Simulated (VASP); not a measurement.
# SiC4 (Im-3m) in VASP: density of states with PBE

Aim: the density of states of SiC4 with PBE.

Everything below comes from runs of VASP 6.6.1. Logs are shortened: lines on timing, memory, paths and dates and some standing lists are left out, and cuts for length are marked.

### Step 1. The crystal as given

Symmetry: Im-3m, No. 229, cubic system. The conventional cell has a = 4.376 Å, b = 4.376 Å, c = 4.376 Å, α = 90.00°, β = 90.00°, γ = 90.00°. Si (site symmetry m-3m) is surrounded by 8 C at 1.90 Å. C (site symmetry -3m) has 2 Si at 1.90 Å as nearest neighbours.

The cell was built by a generator and needn't be a form met in nature.

### Step 2. Density of states, PBE

POSCAR reads:

```
SiC4
1.0
   -2.1882159210      2.1882159210      2.1882159210
    2.1882159210     -2.1882159210      2.1882159210
    2.1882159210      2.1882159210     -2.1882159210
Si C
1 4
Direct
    0.0000000000      0.0000000000      0.0000000000
    0.0000000000      0.0000000000      0.5000000000
    0.0000000000      0.5000000000      0.0000000000
    0.5000000000      0.0000000000      0.0000000000
    0.5000000000      0.5000000000      0.5000000000
```

INCAR.step1 reads:

```
ALGO = Fast
EDIFF = 1E-6
ENCUT = 520
GGA = PE
ISIF = 2
ISMEAR = 0
LASPH = True
LCHARG = True
LREAL = False
LWAVE = False
NBANDS = 18
NELM = 100
PREC = Accurate
SIGMA = 0.1
```

KPOINTS.step1 reads:

```
k-points
0
Gamma
  12 12 12
```

INCAR.step2 reads:

```
ALGO = Fast
EDIFF = 1E-6
ENCUT = 520
GGA = PE
ICHARG = 11
ISIF = 2
ISMEAR = -5
LASPH = True
LCHARG = False
LORBIT = 11
LREAL = False
LWAVE = False
NEDOS = 1001
NELM = 100
PREC = Accurate
SIGMA = 0.1
```

KPOINTS.step2 reads:

```
k-points
0
Gamma
  18 18 18
```

Potentials or basis: VASP PAW PBE potentials, release 64 (Si, C).

Launch:

```sh
cat potpaw_PBE.64/Si/POTCAR potpaw_PBE.64/C/POTCAR > POTCAR
cp INCAR.step1 INCAR
cp KPOINTS.step1 KPOINTS
mpirun -np 1 vasp_std > vasp.out
cp INCAR.step2 INCAR
cp KPOINTS.step2 KPOINTS
mpirun -np 1 vasp_std > vasp.out
```

OUTCAR:

```text
EDIFF = 1E-6
   ENCUT = 520
   GGA = PE
   ICHARG = 11
   ISIF = 2
   ISMEAR = -5
   LASPH = True
   LORBIT = 11
   LREAL = False
   NELM = 100
   PREC = Accurate

 ion  position               nearest neighbor table
   1  0.000  0.000  0.000-   2 1.90   3 1.90   4 1.90   5 1.90   2 1.90   3 1.90   4 1.90   5 1.90

   2  0.000  0.000  0.500-   1 1.90   1 1.90
   3  0.000  0.500  0.000-   1 1.90   1 1.90
   4  0.500  0.000  0.000-   1 1.90   1 1.90
   5  0.500  0.500  0.500-   1 1.90   1 1.90

  LATTYP: Found a body centered cubic cell.
 ALAT       =     4.3764318420

  Lattice vectors:

 A1 = (  -2.1882159210,   2.1882159210,   2.1882159210)
 A2 = (   2.1882159210,  -2.1882159210,   2.1882159210)
 A3 = (   2.1882159210,   2.1882159210,  -2.1882159210)

Analysis of symmetry for initial positions (statically):
=====================================================================
 Subroutine PRICEL returns:
 Original cell was already a primitive cell.

 Routine SETGRP: Setting up the symmetry group for a
 body centered cubic supercell.

 Subroutine GETGRP returns: Found 48 space group operations
 (whereof 48 operations were pure point group operations)
 out of a pool of 48 trial point group operations.

The static configuration has the point symmetry O_h .

Analysis of symmetry for dynamics (positions and initial velocities):
=====================================================================
 Subroutine PRICEL returns:
 Original cell was already a primitive cell.

 Routine SETGRP: Setting up the symmetry group for a
 body centered cubic supercell.

 Subroutine GETGRP returns: Found 48 space group operations
 (whereof 48 operations were pure point group operations)
 out of a pool of 48 trial point group operations.

The dynamic configuration has the point symmetry O_h .

 Subroutine INISYM returns: Found 48 space group operations
 (whereof 48 operations are pure point group operations),
 and found     1 'primitive' translations

----------------------------------------------------------------------------------------

                                     Primitive cell

  volume of cell :      41.9112

  direct lattice vectors                    reciprocal lattice vectors
    -2.188215921  2.188215921  2.188215921     0.000000000  0.228496647  0.228496647
     2.188215921 -2.188215921  2.188215921     0.228496647  0.000000000  0.228496647
     2.188215921  2.188215921 -2.188215921     0.228496647  0.228496647  0.000000000

  length of vectors
     3.790101153  3.790101153  3.790101153     0.323143057  0.323143057  0.323143057

  position of ions in fractional coordinates (direct lattice)
     0.000000000  0.000000000  0.000000000
     0.000000000  0.000000000  0.500000000
     0.000000000  0.500000000  0.000000000
     0.500000000  0.000000000  0.000000000
     0.500000000  0.500000000  0.500000000

  ion indices of the primitive-cell ions
   primitive index   ion index
                 1           1
                 2           2
                 3           3
                 4           4
                 5           5

----------------------------------------------------------------------------------------

 KPOINTS: k-points

Automatic generation of k-mesh.
 Grid dimensions read from file:
 generate k-points for:   18   18   18

 Generating k-lattice:

  Cartesian coordinates                     Fractional coordinates (reciprocal lattice)
     0.000000000  0.012694258  0.012694258     0.055555556  0.000000000  0.000000000
     0.012694258  0.000000000  0.012694258     0.000000000  0.055555556  0.000000000
     0.012694258  0.012694258  0.000000000     0.000000000  0.000000000  0.055555556

  Length of vectors
     0.017952392  0.017952392  0.017952392

  Shift w.r.t. Gamma in fractional coordinates (k-lattice)
     0.000000000  0.000000000  0.000000000

 TETIRR: Found   6794 inequivalent tetrahedra from    34992

 Subroutine IBZKPT returns following result:
 ===========================================

 Found    195 irreducible k-points:

 Following reciprocal coordinates:
            Coordinates               Weight
  0.000000  0.000000  0.000000      1.000000
  0.055556  0.000000  0.000000     12.000000
  0.111111  0.000000  0.000000     12.000000
  0.166667  0.000000  0.000000     12.000000
  0.222222  0.000000  0.000000     12.000000
  0.277778  0.000000  0.000000     12.000000
[... 16 lines left out ...]
  0.333333  0.111111  0.000000     48.000000
  0.388889  0.111111  0.000000     48.000000
 [... further k-points ...]
   k-points           NKPTS =    195   k-points in BZ     NKDIM =    195   number of bands    NBANDS=     14
   number of dos      NEDOS =   1001   number of ions     NIONS =      5
   total plane-waves  NPLWV =  21952
   dimension x,y,z NGX =    28 NGY =   28 NGZ =   28
   dimension x,y,z NGXF=    56 NGYF=   56 NGZF=   56
   ions per type =               1   4
   NGX,Y,Z   is equivalent  to a cutoff of  12.28, 12.28, 12.28 a.u.
   NGXF,Y,Z  is equivalent  to a cutoff of  24.56, 24.56, 24.56 a.u.
 SYSTEM =  unknown system
   PREC   = accura    normal or accurate (medium, high low for compatibility)
   ISTART =      0    job   : 0-new  1-cont  2-samecut
   ICHARG =     11    charge: 1-file 2-atom 10-const
   ISPIN  =      1    spin polarized calculation?
   LNONCOLLINEAR =      F non collinear calculations
   LSORBIT =      F    spin-orbit coupling
   LASPH  =      T    aspherical Exc in radial PAW
   ENCUT  =  520.0 eV  38.22 Ry    6.18 a.u.   7.05  7.05  7.05*2*pi/ulx,y,z
   NELM   =    100;   NELMIN=  2; NELMDL=  0     # of ELM steps
   EDIFF  = 0.1E-05   stopping-criterion for ELM
   LREAL  =      F    real-space projection
   EDIFFG = 0.1E-04   stopping-criterion for IOM
   NSW    =      0    number of steps for IOM
   IBRION =     -1    ionic relax: 0-MD 1-quasi-New 2-CG
   NFREE  =      0    steps in history (QN), initial steepest desc. (CG)
   ISIF   =      2    stress and relaxation
   ISYM   =      2    0-nonsym 1-usesym 2-fastsym
   POTIM  = 0.5000    time-step for ionic-motion
   TEBEG  =    0.0;   TEEND  =   0.0 temperature during run
   PSTRESS=    0.0 pullay stress
   NELECT =      20.0000    total number of electrons
   NUPDOWN=      -1.0000    fix difference up-down
   EMIN   =  10.00;   EMAX   =-10.00  energy-range for DOS
   EFERMI =   0.00;   METHOD = LEGACY
   ISMEAR =    -5;   SIGMA  =   0.10  broadening in eV -4-tet -1-fermi 0-gaus
   EFERMI_NEDOS =   21; number of points for ismear=-14 and -15
   IALGO  =     68    algorithm
   IMIX   =      4    mixing-type and parameters
     AMIX     =   0.40;   BMIX     =  1.00
     AMIX_MAG =   1.60;   BMIX_MAG =  1.00
  volume/ion in A,a.u.               =       8.38        56.57
  Fermi-wavevector in a.u.,A,eV,Ry     =   1.279307  2.417539 22.267642  1.636626
  Thomas-Fermi vector in A             =   2.411800
   LORBIT       =     11    0 simple, 1 ext, 2 COOP (PROOUT), +10 PAW based schemes
   GGA     = PE    functional components
   LHFCALC =     F    Hartree Fock is set to
   AEXX    =    0.0000 exact exchange contribution
   IVDW    =     0    specifies the selected vdW correction
   LEPSILON=     F    determine dielectric tensor
   LRPA    =     F    only Hartree local field effects (RPA)
 non-spin polarized calculation
 RMM-DIIS sequential band-by-band and
 Fermi weights with tetrahedron method with Bloechl corrections
  energy-cutoff  :      520.00
  volume of cell :       41.91
 maximum number of plane-waves:      1157

 number of electron      19.9999999 magnetization

 Free energy of the ion-electron system (eV)
  ---------------------------------------------------
  ext. energy  EPLUGINS =         0.00000000
  ---------------------------------------------------
  free energy    TOTEN  =       -28.71061945 eV

  energy without entropy =      -28.71061945  energy(sigma->0) =      -28.71061945

 E-fermi :   8.2061     XC(G=0): -11.9740

 val. band max:        8.2774180379   @ k =   0.2778   0.2778   0.0556
 cond. band min:       8.1123522022   @ k =   0.5000   0.0000   0.0000
 fundamental gap:     -0.1650658357
 Fermi energy:         8.2060500999

 k-point     1 :       0.0000    0.0000    0.0000
  band No.  band energies     occupation
      1     -10.0458      2.00000
      2       0.2297      2.00000
      3       0.2297      2.00000
      4       0.2297      2.00000
      5       0.3655      2.00000
      6       0.3655      2.00000
      7       0.3655      2.00000
      8       4.0521      2.00000
      9       4.0521      2.00000
     10       4.0521      2.00000
     11       9.5271      0.00000
     12      11.6848      0.00000
     13      11.6848      0.00000
     14      11.6848      0.00000

 k-point     2 :       0.0556    0.0000    0.0000
  band No.  band energies     occupation
      1     -10.0076      2.00000
      2      -0.3845      2.00000
      3      -0.2859      2.00000
      4       0.2386      2.00000
      5       0.2857      2.00000
      6       0.8276      2.00000
      7       0.9424      2.00000
      8       4.0557      2.00000
      9       4.0973      2.00000
     10       4.1944      2.00000
     11       9.6579      0.00000
     12      11.5090      0.00000
     13      11.5814      0.00000
     14      11.7085      0.00000

 k-point     3 :       0.1111    0.0000    0.0000
  band No.  band energies     occupation
      1      -9.8935      2.00000
      2      -1.1639      2.00000
      3      -0.8000      2.00000
      4       0.0800      2.00000
      5       0.2632      2.00000
      6       1.1657      2.00000
      7       1.6393      2.00000
      8       4.0724      2.00000
      9       4.2363      2.00000
     10       4.5860      2.00000
     11      10.0383      0.00000
     12      11.0488      0.00000
     13      11.2963      0.00000
     14      11.7791      0.00000
[... 324 lines left out ...]
 k-point    23 :       0.3333    0.1111    0.0000
  band No.  band energies     occupation
      1      -8.1679      2.00000
      2      -5.1780      2.00000
      3      -2.9426      2.00000
      4      -1.3550      2.00000
      5       0.6314      2.00000
      6       1.9622      2.00000
      7       4.4662      2.00000
      8       5.4662      2.00000
      9       6.5914      2.00000
     10       6.9485      2.00192
     11       8.3038      0.52404
     12       9.3831      0.00000
     13      10.0132      0.00000
     14      12.2674      0.00000

 k-point    24 :       0.3889    0.1111    0.0000
  band No.  band energies     occupation
      1      -7.7363      2.00000
      2      -5.7879      2.00000
      3      -3.0526      2.00000
      4      -1.4379      2.00000
      5       0.6279      2.00000
      6       1.9465      2.00000
      7       4.7901      2.00000
      8       6.1468      2.00000
      9       6.3368      2.00000
     10       7.0219      2.01377
     11       8.9025     -0.02194
     12       9.1269      0.00000
     13       9.3162      0.00000
     14      11.5624      0.00000

 [... further k-points ...]

------------------------ aborting loop because EDIFF is reached ----------------------------------------

  FORCE on cell =-STRESS in cart. coord.  units (eV):
  Direction    XX          YY          ZZ          XY          YZ          ZX
  --------------------------------------------------------------------------------------
  -------------------------------------------------------------------------------------
  Total       -0.1095691     -0.1095691     -0.1095691     -0.0000000     -0.0000000     -0.0000000
  in kB       -4.1885922     -4.1885922     -4.1885922     -0.0000000     -0.0000000     -0.0000000
  external PRESSURE =      -4.1885922 kB  Pullay stress =       0.0000000 kB

 VOLUME and BASIS-vectors are now :
 -----------------------------------------------------------------------------
  energy-cutoff  :      520.00
  volume of cell :       41.91
      direct lattice vectors                 reciprocal lattice vectors
    -2.188215921  2.188215921  2.188215921     0.000000000  0.228496647  0.228496647
     2.188215921 -2.188215921  2.188215921     0.228496647  0.000000000  0.228496647
     2.188215921  2.188215921 -2.188215921     0.228496647  0.228496647  0.000000000

 POSITION                                       TOTAL-FORCE (eV/Angst)
 -----------------------------------------------------------------------------------
      0.00000      0.00000      0.00000        -0.000000      0.000000     -0.000000
      1.09411      1.09411     -1.09411         0.000000     -0.000000     -0.000000
      1.09411     -1.09411      1.09411        -0.000000      0.000000     -0.000000
     -1.09411      1.09411      1.09411         0.000000      0.000000      0.000000
      1.09411      1.09411      1.09411         0.000000     -0.000000      0.000000
 -----------------------------------------------------------------------------------
    total drift:                                0.000000     -0.000000      0.000000

  FREE ENERGIE OF THE ION-ELECTRON SYSTEM (eV)
  ---------------------------------------------------
  free  energy   TOTEN  =       -28.7106194461 eV

  energy  without entropy=      -28.7106194461  energy(sigma->0) =      -28.71061945

 total charge

# of ion       s       p       d       tot
------------------------------------------
    1        0.627   0.995   0.000   1.622
    2        0.949   1.285   0.000   2.235
    3        0.949   1.285   0.000   2.235
    4        0.949   1.285   0.000   2.235
    5        0.949   1.285   0.000   2.235
--------------------------------------------------
tot          4.425   6.137   0.000  10.562
```

Run time: 56 s. Hardware: 1 thread of Intel Xeon Platinum 8559C (Emerald Rapids), shared host; peak memory 0.21 GiB.

Results:

```yaml
Valence_electrons_inside_the_program's_atomic_spheres: Si 1.62; C 2.23
```

States per cell in windows of 0.5 eV (zero at the Fermi level; states under -8 eV left out):
| from (eV) | total | C2_p | C3_p | C4_p | C5_p | Si1_p | C2_s |
| --- | --- | --- | --- | --- | --- | --- | --- |
| -8.0 | 0.72 | 0.04 | 0.04 | 0.04 | 0.04 | 0.05 | 0.04 |
| -7.5 | 0.48 | 0.03 | 0.03 | 0.03 | 0.03 | 0.03 | 0.02 |
| -7.0 | 0.65 | 0.05 | 0.05 | 0.05 | 0.05 | 0.04 | 0.02 |
| -6.5 | 0.80 | 0.07 | 0.07 | 0.07 | 0.07 | 0.05 | 0.02 |
| -6.0 | 0.75 | 0.06 | 0.06 | 0.06 | 0.06 | 0.05 | 0.01 |
| -5.5 | 0.67 | 0.06 | 0.06 | 0.06 | 0.06 | 0.04 | 0.01 |
| -5.0 | 0.77 | 0.07 | 0.07 | 0.07 | 0.07 | 0.03 | 0.02 |
| -4.5 | 0.86 | 0.08 | 0.08 | 0.08 | 0.08 | 0.02 | 0.01 |
| -4.0 | 0.90 | 0.09 | 0.09 | 0.09 | 0.09 | 0.02 | 0.02 |
| -3.5 | 0.98 | 0.10 | 0.10 | 0.10 | 0.10 | 0.02 | 0.02 |
| -3.0 | 0.87 | 0.09 | 0.09 | 0.09 | 0.09 | 0.02 | 0.01 |
| -2.5 | 0.74 | 0.08 | 0.08 | 0.08 | 0.08 | 0.01 | 0.01 |
| -2.0 | 0.76 | 0.08 | 0.08 | 0.08 | 0.08 | 0.00 | 0.01 |
| -1.5 | 0.48 | 0.05 | 0.05 | 0.05 | 0.05 | 0.00 | 0.01 |
| -1.0 | 0.57 | 0.06 | 0.06 | 0.06 | 0.06 | 0.01 | 0.01 |
| -0.5 | 0.74 | 0.08 | 0.08 | 0.08 | 0.08 | 0.01 | 0.03 |
| 0.0 | 0.95 | 0.10 | 0.10 | 0.10 | 0.10 | 0.02 | 0.03 |
| 0.5 | 0.94 | 0.11 | 0.11 | 0.11 | 0.11 | 0.02 | 0.03 |
| 1.0 | 0.77 | 0.10 | 0.10 | 0.10 | 0.10 | 0.01 | 0.02 |
| 1.5 | 0.82 | 0.10 | 0.10 | 0.10 | 0.10 | 0.01 | 0.02 |
| 2.0 | 0.77 | 0.10 | 0.10 | 0.10 | 0.10 | 0.01 | 0.02 |
| 2.5 | 0.85 | 0.11 | 0.11 | 0.11 | 0.11 | 0.01 | 0.02 |
| 3.0 | 1.03 | 0.14 | 0.14 | 0.14 | 0.14 | 0.02 | 0.02 |
| 3.5 | 0.96 | 0.14 | 0.14 | 0.14 | 0.14 | 0.02 | 0.01 |
| 4.0 | 0.66 | 0.11 | 0.11 | 0.11 | 0.11 | 0.01 | 0.00 |
| 4.5 | 0.18 | 0.03 | 0.03 | 0.03 | 0.03 | 0.00 | 0.00 |
| 5.0 | 0.05 | 0.01 | 0.01 | 0.01 | 0.01 | 0.00 | 0.00 |
| 5.5 | 0.02 | 0.00 | 0.00 | 0.00 | 0.00 | 0.00 | 0.00 |
| 6.0 | 0.00 | 0.00 | 0.00 | 0.00 | 0.00 | 0.00 | 0.00 |
| 6.5 | 0.00 | 0.00 | 0.00 | 0.00 | 0.00 | 0.00 | 0.00 |

Caveat: tetrahedron occupations give inexact forces and stress in metals.
